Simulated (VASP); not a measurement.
A run of VASP 6.6.1:

File INCAR:

```
PREC = Accurate
ENCUT = 520
EDIFF = 1E-6
ISMEAR = -1
SIGMA = 0.05
LREAL = False
LASPH = True
NELM = 60
ALGO = Normal
ISIF = 2
LWAVE = False
LCHARG = False
METAGGA = R2SCAN
LMIXTAU = True
NBANDS = 8
```

The input KPOINTS:

```
regular mesh
0
Gamma
  11 11 11
```

Contents of POSCAR:

```
Al
1.0
    0.0000000000      2.0248050000      2.0248050000
    2.0248050000      0.0000000000      2.0248050000
    2.0248050000      2.0248050000      0.0000000000
Al
1
Direct
    0.0000000000      0.0000000000      0.0000000000
```

The input KPOINTS_OPT:

```
path GXWKGLUWLK,UX
15
line-mode
reciprocal
 0.0000000000  0.0000000000  0.0000000000  G
 0.5000000000  0.0000000000  0.5000000000  X

 0.5000000000  0.0000000000  0.5000000000  X
 0.5000000000  0.2500000000  0.7500000000  W

 0.5000000000  0.2500000000  0.7500000000  W
 0.3750000000  0.3750000000  0.7500000000  K

 0.3750000000  0.3750000000  0.7500000000  K
 0.0000000000  0.0000000000  0.0000000000  G

 0.0000000000  0.0000000000  0.0000000000  G
 0.5000000000  0.5000000000  0.5000000000  L

 0.5000000000  0.5000000000  0.5000000000  L
 0.6250000000  0.2500000000  0.6250000000  U

 0.6250000000  0.2500000000  0.6250000000  U
 0.5000000000  0.2500000000  0.7500000000  W

 0.5000000000  0.2500000000  0.7500000000  W
 0.5000000000  0.5000000000  0.5000000000  L

 0.5000000000  0.5000000000  0.5000000000  L
 0.3750000000  0.3750000000  0.7500000000  K

 0.6250000000  0.2500000000  0.6250000000  U
 0.5000000000  0.0000000000  0.5000000000  X
```

Potentials or basis: VASP PAW PBE potentials, release 64 (Al).

Command:

```console
$ cat potpaw_PBE.64/Al/POTCAR > POTCAR
$ mpirun -np 1 vasp_std > vasp.out
```

Hardware: 1 thread of Intel(R) Xeon(R) 6975P-C (Granite Rapids) (shared host).

**Question.** How long does it take, and how much memory?

**Answer.** Wall time 24 s on 1 thread of Intel(R) Xeon(R) 6975P-C (Granite Rapids) (shared host), peak memory 0.13 GiB. Counts: scf iterations 36, k points 56.
